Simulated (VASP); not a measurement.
InP: single point with PBE

The system is InP.

```
In P
1.0
     3.85329    0.00000    0.00000
    -1.92664    3.33704    0.00000
     0.00000    0.00000    6.55344
In P
2 2
Direct
  0.00000 0.00000 0.00000
  0.00000 0.00000 0.50000
  0.33333 0.66667 0.25000
  0.66667 0.33333 0.75000
```

The cell was built by a generator and needn't be a form met in nature.

| Item | Value |
| --- | --- |
| Program | VASP 6.6.1 |
| Task | single point |
| Functional | PBE |
| Potentials or basis | VASP PAW PBE potentials, release 64 (In_d, P) |
| Cutoff | 520 eV |
| k mesh | 6 × 6 × 4 |
| Occupations | methfessel-paxton, width 0.5 eV |
| Spin | no spin polarisation |

The pressure is 1.9 GPa and the band gap on the k mesh is none (metal or under the smearing width).

Stress tensor (GPa, compression positive):
```
1.52 0.00 0.00
0.00 1.52 0.00
0.00 0.00 2.78
```

Levels at points of the mesh, in eV from the Fermi level:
```tsv
k point	band 14	band 15	band 16	band 17	band 18	band 19	band 20	band 21	band 22	band 23
(0.00, 0.00, 0.00)	-0.67	-0.45	-0.45	0.12	0.18	0.18	2.39	4.77	4.77	6.10
(0.50, 0.00, 0.00)	-4.60	-3.81	-3.60	-2.33	0.04	1.28	1.99	2.43	3.36	5.19
(0.00, 0.00, 0.50)	-4.38	-0.10	-0.10	-0.10	-0.10	2.38	2.38	4.81	4.81	4.81
(0.50, 0.00, 0.50)	-6.27	-1.76	-1.76	-1.45	-1.45	0.13	0.13	3.61	3.61	6.13
```

It took 45 s on 1 thread of Intel(R) Xeon(R) 6975P-C (Granite Rapids), with other jobs on the host, peak memory 0.21 GiB.
